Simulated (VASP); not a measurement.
# GaAs: single point with PBE

The system is GaAs.

```
CELL_PARAMETERS angstrom
0.00000 2.92931 2.92931
2.92931 0.00000 2.92931
2.92931 2.92931 0.00000
ATOMIC_POSITIONS crystal
Ga 0.00000 0.00000 0.00000
As 0.25000 0.25000 0.25000
```

The cell isn't the ideal one: a relaxed cell with its volume scaled by 1.06.

```yaml
Program: VASP 6.6.1
Task: single point
Functional: PBE
Potentials_or_basis: VASP PAW PBE potentials, release 64 (Ga_d, As)
Cutoff: 350 eV
k_mesh: 10 × 10 × 10
Occupations: gaussian, width 0.02 eV
Spin: no spin polarisation
Further_INCAR_settings: ALGO = Normal; EDIFF = 1e-07
```

```
Pressure               : -3.1 GPa
Band gap on the k mesh : none (metal or under the smearing width)
```

Levels at points of the mesh, in eV from the Fermi level:
```tsv
k point	band 7	band 8	band 9	band 10	band 11	band 12
(0.00, 0.00, 0.00)	-0.26	-0.01	-0.01	-0.01	3.69	3.69
(0.50, 0.00, 0.00)	-6.11	-1.00	-1.00	0.71	4.58	4.58
(0.50, 0.50, 0.00)	-6.36	-2.33	-2.33	1.64	1.68	9.33
```

Run time: 25 s on 1 thread of Intel(R) Xeon(R) Platinum 8259CL CPU @ 2.50GHz (Skylake/Cascade Lake) (shared host), peak memory 0.16 GiB.

Caveat: the cutoff is under 1.25 times the usual one of these potentials, so pressure, stress and relaxed cells hold a basis-set (Pulay) error.
